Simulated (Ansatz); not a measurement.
Ansatz input file:

```yaml
crystal:
  lattice:
    - [4.1273584688, -0.16009148, 0.0]
    - [-0.16009148, 4.1273584688, 0.0]
    - [0.0, 0.0, 4.2237335397]
  atoms:
    - { symbol: Te, position: [0.5, 0.5, 0.5249857144] }
    - { symbol: Pb, position: [0.0, 0.0, -0.0249857144] }
basis:
  ecutwfc: 420
kpoints:
  mp_grid: { grid: [10, 10, 10] }
hamiltonian:
  xc: pbesol
scf:
  occupations: { method: gaussian, width: 0.1 }
output:
  forces: true
  stress: true
  eigenvalues: true
```

Run as
```bash
ansatz run input.yaml --threads 1 --pin off --max-ram 1331MiB --backend cpu --events-out ev --progress --plain --runs-dir out
```

These are results of DFT PBEsol, scalar-relativistic, plane waves, PAW (Ansatz 0.2.0), not measurements.

Part of what the program printed, abridged:

```
Pseudopotentials: kind: paw
Pseudopotential: Te, paw, valence charge 16, recommended cutoff 420 eV (normal)
Pseudopotential: Pb, paw, valence charge 14, recommended cutoff 420 eV (normal)
Functional definition: PBEsol
Crystal: 2 atoms, lattice volume = 71.843 Å³
Basis set: ecut = 420 eV, 1397 PW (Γ), exchange–correlation on 60×60×60 points (8 copies of the dense FFT grid, shifted against one another)
Bands: 19, of which v1, the nominal top of the filled ones, is band 15 counted from 1 (14 counted from 0)
Symmetry: 4 space group operations
Space group: Cmm2 (ITA 35), of the structure as read, at distance tolerance 4.2e-5 Å
k-points: 186 of 1000 (time reversal used)
Initial density: superposition of atomic densities (neutral atoms: chi_scale 0, normalization atom), corrected by the library's trained network
Initial wavefunctions: pseudopotential atomic-orbital guess
Functional: x = pbesol(κ = 0.804, μ = 0.12345679), c = pbesol(β = 0.046)
SCF iter   1: F=—  HF=-18656.576975 eV  |F-HF|=—  |Δ(HF+E_count)|=         —  Δρ=2.28e-3  dr2=6.85e-3  ethr=1.77e-3  ⟨swp⟩=6.2  Hψ=18078  notcnv=0
SCF iter   2: F=—  HF=-18656.574205 eV  |F-HF|=—  |Δ(HF+E_count)|=   2.77e-3  Δρ=1.29e-3  dr2=1.78e-3  ethr=2.28e-5  ⟨swp⟩=2.4  Hψ=6454  notcnv=0
SCF iter   3: F=—  HF=-18656.574010 eV  |F-HF|=—  |Δ(HF+E_count)|=   1.95e-4  Δρ=2.80e-4  dr2=4.02e-5  ethr=5.93e-6  ⟨swp⟩=2.0  Hψ=5397  notcnv=0
SCF iter   4: F=—  HF=-18656.574011 eV  |F-HF|=—  |Δ(HF+E_count)|=   8.29e-7  Δρ=1.26e-4  dr2=1.43e-5  ethr=1.34e-7  ⟨swp⟩=2.0  Hψ=6150  notcnv=0
SCF iter   5: F=—  HF=-18656.574015 eV  |F-HF|=—  |Δ(HF+E_count)|=   4.27e-6  Δρ=5.59e-5  dr2=3.22e-6  ethr=4.77e-8  ⟨swp⟩=1.1  Hψ=3558  notcnv=0
SCF iter   6: F=—  HF=-18656.574016 eV  |F-HF|=—  |Δ(HF+E_count)|=   7.21e-7  Δρ=1.68e-5  dr2=2.80e-7  ethr=1.07e-8  ⟨swp⟩=2.4  Hψ=4248  notcnv=0
SCF iter   7: F=-18656.574016 eV  HF=-18656.574016 eV  |F-HF|=4.75e-9  |Δ(HF+E_count)|=   1.44e-8  Δρ=2.86e-6  dr2=8.50e-9  ethr=3.33e-10  ⟨swp⟩=6.1  Hψ=16681  notcnv=0
SCF 1 converged in 7 iterations: F = -18656.574016 eV  dr2 = 8.50e-9
SCF converged after 7 iterations
Free energy (F): -18656.574016 eV
Harris-Foulkes:  -18656.574016 eV  (|F-HF|=4.75e-9)
Internal energy: -18656.568091 eV  (E = F + TS)
E sigma→0 (E₀):  -18656.571053 eV
Entropy (-TS):   -0.005924 eV (-2.962 meV/atom)
Fermi energy:    7.847583 eV
--- Per-component energies (eV) ---
  E_band       = -342.327229
  E_kinetic    = 464.800309
  E_local      = -2394.534782  (includes V_loc(G=0)·N_el)
  E_nonlocal   = 43.913806
  E_hartree    = 1245.323940
  E_xc         = -340.843833
  E_vxc        = -234.706529  (∫ρ·V_xc dr)
  E_paw        = -14838.478586  (= ΣΔE_a)
  E_vpaw       = -712.452617  (= ΣTr[D̂ρ^β])
  E_aug_tail   = -0.000147  (compensation charges beyond the density's cutoff)
  E_ewald      = -2837.185730
  E_core_change = 0.436932  (= ΣΔE_core)
  E_smearing   = -0.005924  (= −TS)
--- Forces (eV/Å), atoms counted from 1 ---
  atom   1  Te     0.00000000     0.00000000     0.24014931
  atom   2  Pb     0.00000000     0.00000000    -0.24013387
--- Stress (GPa, compression-positive) ---
       -5.330562       0.159025       0.000000
        0.159025      -5.330562       0.000000
        0.000000       0.000000      -5.396501
  P = ⅓ Tr σ = -5.3525 GPa (-53.525 kbar)
--- Band table (eV; the first three rows and the last of 186) ---
  k-point 0: bands = ["-28.2062", "-28.2043", "-28.2024", "-28.1920", "-28.1905", "-9.2187", "-9.2154", "-9.1654", "-9.1575", "-9.1564", "-3.6487", "0.8449", "6.3438", "6.4267", "6.9343", "11.3860", "12.0472", "12.1313", "12.8597"]
  k-point 1: bands = ["-28.2062", "-28.2043", "-28.2024", "-28.1918", "-28.1905", "-9.2186", "-9.2117", "-9.1665", "-9.1579", "-9.1573", "-3.5856", "0.7230", "6.3735", "6.4212", "7.0003", "11.3088", "11.9289", "12.1991", "12.5663"]
  k-point 2: bands = ["-28.2061", "-28.2043", "-28.2025", "-28.1915", "-28.1906", "-9.2181", "-9.2022", "-9.1696", "-9.1617", "-9.1566", "-3.4025", "0.3819", "6.3281", "6.6450", "7.1890", "10.5491", "11.5894", "11.8619", "12.4007"]
  k-point 185: bands = ["-28.2068", "-28.2032", "-28.2006", "-28.1915", "-28.1894", "-9.1973", "-9.1964", "-9.1881", "-9.1429", "-9.1395", "-1.7563", "0.5573", "5.5171", "5.6782", "5.9062", "7.1320", "7.2509", "7.4337", "19.7107"]
```

The calculation finished and met its thresholds.

Spin–orbit coupling is left out, which can shift energies with elements as heavy as these.